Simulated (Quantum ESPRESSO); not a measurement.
**GaN: zone-centre phonons under several settings**

```
Ga N
1.0
     3.18000    0.00000    0.00000
    -1.59000    2.75396    0.00000
     0.00000    0.00000    5.16600
Ga N
2 2
Cartesian
  1.5900 0.9180 2.5830
  0.0000 1.8360 0.0000
  1.5900 0.9180 4.5203
  0.0000 1.8360 1.9373
```

All runs used Quantum ESPRESSO 7.5; no spin polarisation; occupations smeared at first, fixed for the response.

```csv
level,potentials,k mesh (s: shifted),geometry,cutoff (eV),volume (Å³/atom),pressure (GPa),lowest optical mode without the field (cm⁻¹),highest optical mode without the field (cm⁻¹),sum of the Born charges (e)
RPBE,PseudoDojo 0.4.1 SR PBE standard,8 × 8 × 4s,"given cell, atoms relaxed",1143,11.31,11.6,133,699,-0.01
BLYP,PseudoDojo 0.4.1 SR PBE standard,8 × 8 × 4s,relaxed cell,1143,12.16,0.1,139,636,-0.01
vdW-DF-cx,PseudoDojo 0.4.1 SR PBE standard,6 × 6 × 4s,"given cell, atoms relaxed",1143,11.31,?,?,?,?
WC,PseudoDojo 0.4.1 SR PBE standard,8 × 8 × 4s,relaxed cell,1143,11.44,0.0,136,674,-0.01
LDA,GBRV 1.5 LDA,8 × 8 × 4s,relaxed cell,612,11.06,-0.1,139,700,0.00
```

**Question.** What stands in the row left open?

**Answer.** Pressure 2.4 GPa; lowest optical mode without the field 135 cm⁻¹; highest optical mode without the field 686 cm⁻¹; sum of the Born charges -0.07 e.

Caveats: the potentials were made for another functional, which shifts forces and pressure (some runs); the cell is more than 3 GPa from zero pressure, which shifts response properties (some runs).

For the row left open. Caveat: the potentials were made for another functional, which shifts forces and pressure; the Born charges break their sum rule by 0.07 e, a sign of too thin a mesh.

The runs don't all hold the same shells in valence.
